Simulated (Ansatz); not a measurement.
HgS: eigenvalues along the path

```
CELL_PARAMETERS angstrom
0.00000 2.92900 2.92900
2.92900 0.00000 2.92900
2.92900 2.92900 0.00000
ATOMIC_POSITIONS crystal
Hg 0.00000 0.00000 0.00000
S 0.75000 0.75000 0.75000
```

Atom numbers follow the list: Hg1, S2.

The cell is COD entry 1011368, as deposited and not checked against the literature; nothing was relaxed.

These are results of Ansatz 0.2.0, DFT, PBE, all-electron LAPW, Dirac equation with spin-orbit coupling, not measurements.

Numerical set-up: a Γ-centred 8×8×8 k mesh, Fermi–Dirac smearing of 0.02 eV, basis error target 1 meV/atom, no spin polarisation.

Path points, in fractions of the reciprocal vectors: Γ (0.000, 0.000, 0.000), X (-0.500, -0.500, 0.000), U (-0.375, -0.375, 0.250), K (-0.375, 0.000, 0.375), L (0.000, 0.000, 0.500), W (-0.500, -0.250, 0.250). Levels in eV from the valence-band top; bands 41 to 68, counted from the lowest band of the run. The gap is 0.11 eV, direct at Γ (so small a gap may close at points that the mesh and path miss).

```
# k(1/Å) point b41 b42 b43 b44 b45 b46 b47 b48 b49 b50 b51 b52 b53 b54 b55 b56 b57 b58 b59 b60 b61 b62 b63 b64 b65 b66 b67 b68
0.000 Γ -13.25 -13.25 -7.74 -7.74 -7.74 -7.74 -6.52 -6.52 -5.77 -5.77 -5.77 -5.77 -0.41 -0.41 0.00 0.00 0.00 0.00 0.11 0.11 4.98 4.98 6.43 6.43 6.43 6.43 10.01 10.01
0.215 - -13.18 -13.18 -7.74 -7.74 -7.69 -7.69 -6.49 -6.49 -5.81 -5.81 -5.72 -5.72 -1.24 -1.24 -0.29 -0.29 -0.15 -0.15 0.93 0.93 4.95 4.95 6.20 6.20 6.70 6.70 10.31 10.31
0.429 - -13.01 -13.01 -7.70 -7.70 -7.58 -7.58 -6.42 -6.42 -5.85 -5.85 -5.66 -5.66 -2.22 -2.22 -0.95 -0.95 -0.74 -0.74 2.00 2.00 4.36 4.36 6.70 6.70 7.43 7.43 8.94 8.94
0.644 - -12.79 -12.79 -7.64 -7.64 -7.41 -7.41 -6.32 -6.32 -5.83 -5.83 -5.55 -5.55 -3.21 -3.21 -1.65 -1.65 -1.44 -1.44 2.84 2.84 3.77 3.77 7.75 7.75 8.25 8.25 8.49 8.49
0.858 - -12.61 -12.61 -7.58 -7.58 -7.19 -7.19 -6.27 -6.27 -5.71 -5.71 -5.37 -5.37 -4.13 -4.13 -2.19 -2.19 -2.01 -2.01 3.22 3.22 3.49 3.49 8.32 8.32 8.96 8.96 9.75 9.75
1.073 X -12.54 -12.54 -7.56 -7.56 -7.06 -7.06 -6.26 -6.26 -5.63 -5.63 -5.12 -5.12 -4.69 -4.69 -2.38 -2.38 -2.24 -2.24 3.27 3.27 3.43 3.43 8.53 8.53 9.68 9.68 10.60 10.60
1.148 - -12.54 -12.54 -7.58 -7.53 -7.13 -7.00 -6.28 -6.22 -5.69 -5.56 -5.13 -5.11 -4.72 -4.68 -2.44 -2.37 -2.25 -2.22 3.29 3.29 3.47 3.52 8.49 8.52 9.51 9.66 10.42 10.45
1.224 - -12.54 -12.54 -7.58 -7.50 -7.20 -6.95 -6.28 -6.16 -5.76 -5.51 -5.13 -5.09 -4.77 -4.72 -2.59 -2.39 -2.21 -2.20 3.31 3.33 3.65 3.75 8.40 8.45 9.21 9.45 10.08 10.19
1.300 - -12.55 -12.54 -7.59 -7.45 -7.26 -6.91 -6.27 -6.09 -5.80 -5.47 -5.14 -5.07 -4.82 -4.79 -2.76 -2.47 -2.15 -2.10 3.33 3.35 3.96 4.06 8.29 8.38 8.85 9.12 9.71 9.90
1.376 - -12.55 -12.54 -7.58 -7.41 -7.32 -6.89 -6.25 -6.05 -5.78 -5.46 -5.13 -5.11 -4.91 -4.81 -2.91 -2.59 -2.04 -1.97 3.34 3.37 4.33 4.40 8.20 8.33 8.47 8.77 9.36 9.60
1.452 U -12.56 -12.55 -7.58 -7.41 -7.35 -6.87 -6.21 -6.06 -5.70 -5.45 -5.22 -5.11 -5.06 -4.73 -3.00 -2.68 -1.90 -1.81 3.34 3.37 4.70 4.71 8.01 8.19 8.24 8.43 9.12 9.41
1.583 - -12.57 -12.55 -7.57 -7.44 -7.33 -6.88 -6.19 -6.06 -5.67 -5.47 -5.32 -5.15 -5.02 -4.67 -2.98 -2.68 -1.95 -1.75 3.43 3.47 4.91 4.95 7.22 7.62 8.30 8.50 9.26 9.72
1.715 - -12.58 -12.56 -7.53 -7.48 -7.32 -6.88 -6.17 -6.02 -5.71 -5.50 -5.38 -5.17 -4.96 -4.63 -2.92 -2.62 -2.09 -1.77 3.59 3.61 5.21 5.34 6.35 6.91 8.32 8.56 9.47 10.01
1.846 - -12.58 -12.56 -7.53 -7.48 -7.32 -6.88 -6.17 -6.02 -5.71 -5.50 -5.38 -5.17 -4.96 -4.63 -2.92 -2.62 -2.09 -1.77 3.59 3.61 5.21 5.34 6.35 6.91 8.32 8.56 9.47 10.01
1.977 - -12.57 -12.55 -7.57 -7.44 -7.33 -6.88 -6.19 -6.06 -5.67 -5.47 -5.32 -5.15 -5.02 -4.67 -2.98 -2.68 -1.95 -1.75 3.43 3.47 4.91 4.95 7.22 7.62 8.30 8.50 9.26 9.72
2.109 K -12.56 -12.55 -7.58 -7.41 -7.35 -6.87 -6.21 -6.06 -5.70 -5.45 -5.22 -5.11 -5.06 -4.73 -3.00 -2.68 -1.90 -1.81 3.34 3.37 4.70 4.71 8.01 8.19 8.24 8.43 9.12 9.41
2.336 - -12.64 -12.62 -7.58 -7.55 -7.32 -6.96 -6.15 -6.11 -5.67 -5.64 -5.53 -5.42 -4.66 -4.33 -2.84 -2.62 -1.37 -1.24 3.17 3.17 5.33 5.50 6.75 7.20 7.59 7.63 10.04 10.54
2.564 - -12.79 -12.77 -7.66 -7.60 -7.45 -7.24 -6.27 -6.19 -5.90 -5.85 -5.65 -5.46 -3.70 -3.65 -2.15 -1.98 -0.80 -0.67 2.58 2.62 5.57 5.74 6.13 6.20 7.05 7.06 10.01 10.11
2.791 - -12.99 -12.99 -7.73 -7.64 -7.61 -7.53 -6.41 -6.38 -5.88 -5.82 -5.77 -5.57 -2.62 -2.54 -1.18 -1.05 -0.34 -0.24 1.75 1.83 5.03 5.30 6.10 6.40 6.85 6.88 9.93 10.05
3.019 - -13.17 -13.17 -7.76 -7.71 -7.70 -7.69 -6.49 -6.49 -5.81 -5.80 -5.78 -5.68 -1.41 -1.35 -0.32 -0.28 -0.03 -0.01 0.82 0.90 4.99 5.08 6.14 6.23 6.63 6.64 10.61 10.71
3.246 Γ -13.25 -13.25 -7.74 -7.74 -7.74 -7.74 -6.52 -6.52 -5.77 -5.77 -5.77 -5.77 -0.41 -0.41 0.00 0.00 0.00 0.00 0.11 0.11 4.98 4.98 6.43 6.43 6.43 6.43 10.01 10.01
3.432 - -13.20 -13.20 -7.76 -7.71 -7.71 -7.71 -6.50 -6.50 -5.80 -5.79 -5.79 -5.70 -1.19 -1.19 -0.14 -0.05 -0.03 -0.03 0.65 0.65 5.04 5.04 6.23 6.23 6.56 6.56 10.67 10.67
3.618 - -13.07 -13.07 -7.75 -7.67 -7.62 -7.62 -6.43 -6.43 -5.83 -5.83 -5.78 -5.61 -2.28 -2.28 -0.42 -0.29 -0.29 -0.27 1.24 1.24 5.19 5.19 6.21 6.21 6.84 6.85 10.49 10.61
3.804 - -12.90 -12.90 -7.73 -7.65 -7.44 -7.44 -6.34 -6.34 -5.86 -5.86 -5.70 -5.53 -3.43 -3.43 -0.72 -0.60 -0.60 -0.56 1.54 1.54 5.64 5.64 6.42 6.42 7.01 7.03 10.48 10.48
3.989 - -12.77 -12.77 -7.70 -7.65 -7.20 -7.20 -6.26 -6.26 -5.76 -5.76 -5.59 -5.48 -4.48 -4.48 -0.93 -0.84 -0.84 -0.83 1.62 1.62 6.16 6.16 6.75 6.75 7.02 7.03 10.22 10.22
4.175 L -12.72 -12.72 -7.67 -7.67 -7.07 -7.07 -6.24 -6.24 -5.50 -5.50 -5.49 -5.49 -5.13 -5.13 -0.97 -0.97 -0.94 -0.94 1.63 1.63 6.29 6.29 7.00 7.00 7.04 7.04 10.19 10.19
4.327 - -12.70 -12.70 -7.66 -7.66 -7.15 -7.00 -6.25 -6.20 -5.60 -5.58 -5.40 -5.36 -5.19 -5.03 -1.38 -1.21 -1.08 -0.97 1.93 2.01 6.04 6.32 6.63 6.98 7.13 7.29 10.45 10.62
4.479 - -12.66 -12.65 -7.62 -7.61 -7.23 -6.94 -6.21 -6.16 -5.66 -5.59 -5.36 -5.25 -5.17 -4.85 -2.07 -1.81 -1.38 -1.17 2.61 2.68 5.64 5.91 6.44 6.92 7.52 7.76 10.24 10.76
4.630 - -12.61 -12.59 -7.56 -7.55 -7.29 -6.90 -6.17 -6.10 -5.70 -5.52 -5.37 -5.25 -5.02 -4.67 -2.66 -2.37 -1.80 -1.49 3.27 3.30 5.37 5.58 6.22 6.75 8.33 8.42 9.45 10.04
4.782 - -12.57 -12.55 -7.51 -7.49 -7.33 -6.87 -6.17 -5.97 -5.73 -5.50 -5.40 -5.13 -4.94 -4.64 -2.94 -2.65 -2.22 -1.87 3.69 3.72 5.27 5.44 6.17 6.83 8.19 8.44 9.72 10.19
4.934 W -12.55 -12.53 -7.49 -7.45 -7.35 -6.86 -6.17 -5.83 -5.83 -5.49 -5.44 -5.01 -4.86 -4.78 -2.97 -2.67 -2.43 -2.08 3.82 3.86 5.24 5.38 6.27 7.05 7.84 8.00 10.44 10.52
5.041 - -12.55 -12.53 -7.52 -7.41 -7.37 -6.87 -6.17 -5.89 -5.85 -5.47 -5.38 -4.97 -4.88 -4.79 -2.91 -2.63 -2.43 -2.09 3.77 3.80 4.93 4.95 6.81 7.41 7.92 8.06 10.41 10.49
5.148 - -12.55 -12.53 -7.56 -7.41 -7.33 -6.89 -6.21 -6.00 -5.85 -5.46 -5.26 -4.96 -4.87 -4.80 -2.78 -2.52 -2.42 -2.11 3.62 3.64 4.32 4.42 7.66 8.01 8.21 8.23 10.33 10.42
5.255 - -12.55 -12.53 -7.58 -7.47 -7.25 -6.92 -6.26 -6.11 -5.80 -5.48 -5.17 -5.04 -4.79 -4.76 -2.61 -2.40 -2.39 -2.15 3.45 3.46 3.83 3.93 8.27 8.33 8.60 8.99 10.26 10.36
5.363 - -12.54 -12.54 -7.58 -7.52 -7.16 -6.98 -6.28 -6.20 -5.72 -5.54 -5.14 -5.10 -4.73 -4.69 -2.46 -2.38 -2.29 -2.20 3.32 3.32 3.52 3.58 8.45 8.49 9.33 9.59 10.34 10.41
5.470 X -12.54 -12.54 -7.56 -7.56 -7.06 -7.06 -6.26 -6.26 -5.63 -5.63 -5.12 -5.12 -4.69 -4.69 -2.38 -2.38 -2.24 -2.24 3.27 3.27 3.43 3.43 8.53 8.53 9.68 9.68 10.60 10.60
```
